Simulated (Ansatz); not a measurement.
Crystal: ZnS (Wurtzite-2H).

```
Zn S
1.0
     3.81100    0.00000    0.00000
    -1.90550    3.30042    0.00000
     0.00000    0.00000    6.23400
Zn S
2 2
Direct
  0.66667 0.33333 0.50000
  0.33333 0.66667 0.00000
  0.66667 0.33333 0.88500
  0.33333 0.66667 0.38500
```

- Program: Ansatz 0.2.0
- Task: relaxation of cell and atoms
- Functional: RPBE
- Potentials or basis: Ansatz PAW
- Cutoff: 420 eV (not typed: the program's choice for these potentials)
- k mesh: 8 × 8 × 5
- Occupations: fermi-dirac, width 0.05 eV
- Spin: no spin polarisation

At the start: volume 19.60 Å³/atom.

Q: Where does the relaxation end?

A: It ends after 5 steps and the volume is 20.96 Å³/atom (+6.9 %); space group P6_3mc (No. 186, to 0.05 Å).

Step by step:
| step | energy change (eV) | largest force (eV/Å) | volume (Å³) |
| --- | --- | --- | --- |
| 1 | 0.0000 | 0.3258 | 78.41 |
| 2 | -0.0719 | 0.2140 | 81.43 |
| 3 | -0.0938 | 0.0717 | 83.67 |
| 4 | -0.0950 | 0.0003 | 83.83 |
| 5 | -0.0977 | 0.0002 | 83.83 |

Final structure:
```
Zn S
1.0
     3.89527    0.00000    0.00000
    -1.94763    3.37340    0.00000
     0.00000    0.00000    6.37998
Zn S
2 2
Direct
  0.66667 0.33333 0.50504
  0.33333 0.66667 0.00504
  0.66667 0.33333 0.87996
  0.33333 0.66667 0.37996
```

Caveat: the plane-wave basis is chosen anew once the cell has moved, so the energies of steps on either side of that aren't comparable; the PAW data sets come from PBE, with cores solved anew for the run's functional, which leaves a small shift of forces and pressure.
